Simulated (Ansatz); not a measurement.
# ZrC (PbO type): other levels of theory at one geometry

The task here is to estimate one member of a computed series from the others.

Method: DFT at several levels, plane waves, PAW, in Ansatz 0.2.0.

2 further runs of the same task are left out: 2 that didn't finish. Runs told in other sessions of the task aren't counted.

## The system as given

The structure is tetragonal, space group P4/nmm (No. 129). Conventional cell: a = 4.243 Å, b = 4.243 Å, c = 3.112 Å, α = 90.00°, β = 90.00°, γ = 90.00°. Zr (site symmetry 4mm) is surrounded by 4 C at 2.24 Å. C (site symmetry -4m2) is surrounded by 4 Zr at 2.24 Å.

Structure file:

```
Zr C
1.0
     4.24257    0.00000    0.00000
     0.00000    4.24257    0.00000
     0.00000    0.00000    3.11236
Zr C
2 2
Direct
  0.50000 0.00000 0.22827
  0.00000 0.50000 0.77173
  0.00000 0.00000 0.00000
  0.50000 0.50000 0.00000
```

An earlier run at PBE left this cell at 14.005 Å³/atom and -0.01 GPa (8×8×12 mesh), no gap.

Levels to run: PBE+SOC; r²SCAN; PBEsol; LDA; HSE06. Hardware: 2 threads of Arm Neoverse V2, shared host.

The first run:

The input, input.yaml:

```yaml
crystal:
  lattice:
    - [4.2425692316, 0.0, 0.0]
    - [0.0, 4.2425692316, 0.0]
    - [0.0, 0.0, 3.1123587551]
  atoms:
    - { symbol: Zr, position: [0.5, 0.0, 0.2282707802] }
    - { symbol: Zr, position: [0.0, 0.5, 0.7717292198] }
    - { symbol: C, position: [0.0, 0.0, 0.0] }
    - { symbol: C, position: [0.5, 0.5, 0.0] }
basis:
  ecutwfc: 420
  ecutrho_ratio: 4
kpoints:
  mp_grid: { grid: [8, 8, 12] }
hamiltonian:
  xc: pbe
scf:
  occupations: { method: gaussian, width: 0.05 }
output:
  forces: true
  stress: true
  eigenvalues: true
  populations: true
  dos: { projected: true, de: 0.02 }
  write_density: true
  write_potential: true
  elf: true
  volumetric_format: npy
magnetization:
  noncollinear: true
  spin_orbit: true
```

Run with:

```sh
$ ansatz run input.yaml --threads 2 --pin off --max-ram 2662MiB --backend cpu --events-out ev --progress --plain --runs-dir out
```

Steps of the session up to this table: PBE+SOC; r²SCAN; PBEsol; LDA; HSE06.

One table of the session follows, with a row left open; its other results are not shown here.

| level | pressure (GPa) |
| --- | --- |
| PBE | 0.0 |
| LDA | -8.6 |
| PBEsol | -5.0 |
| PBE+SOC | 0.0 |
| r²SCAN | ? |
| HSE06 | -3.3 |

Q: Estimate the row for r²SCAN from the others.

As computed: pressure (GPa): -0.7. In the column «pressure (GPa)» it lies between HSE06 (-3.3) and PBE (0.0).

The pressure runs from -8.6 GPa (LDA) to 0.0 GPa (PBE); a negative pressure means that level wants a smaller cell, a positive one a larger cell. Total energies of different levels have different zeros and can't be compared.

To keep in mind: Warnings in the runs' records: stress scf threshold loose, stress exchange threshold loose, filled band counts differ across k points.
